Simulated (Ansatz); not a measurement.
The cell is COD entry 1540069, as deposited and not checked against the literature; nothing was relaxed.

A run on Sn: DFT, PBE, all-electron LAPW, scalar-relativistic (Ansatz 0.2.0). The input:

```yaml
crystal:
  lattice:
    - [-1.59075, 1.59075, 2.91565]
    - [1.59075, -1.59075, 2.91565]
    - [1.59075, 1.59075, -2.91565]
  atoms:
    - { symbol: Sn, position: [0.0, 0.0, 0.0] }
kpoints:
  mp_grid: { grid: [15, 15, 18] }
scf:
  occupations: { method: fermi_dirac, width: 0.08 }
hamiltonian:
  xc: pbe
  pseudopotentials:
    kind: all_electron
    lapw: { basis_error: 0.00025, muffin_tin_radii: { Sn: 1.782 } }
output:
  forces: true
  stress: true
  eigenvalues: true
```

Problem. Did this run give a result to trust?

Solution. No. The program refused the input. The typed spheres overlap: twice 1.782 Å exceeds the shortest distance, 3.182 Å; smaller radii, or none typed, cure it. It says:
```
Error: `kind: all_electron` solves this crystal on LAPW (the input types lapw, or this build lists no dataset of some species for it), and no LAPW basis is found for it: the given muffin-tin radii of Sn and Sn, or the smallest supported ones, add up to 3.564 Å, and 3.181 Å are free between these atoms; give smaller radii, or leave one out; where each species has a listed dataset, leave lapw and dirac_shells out and run without spin–orbit coupling, or set another kind (and leave the keys of all_electron out)
```
 The same cell converged in the base run, which differs by not having this change: all sphere radii typed as 1.782 A.
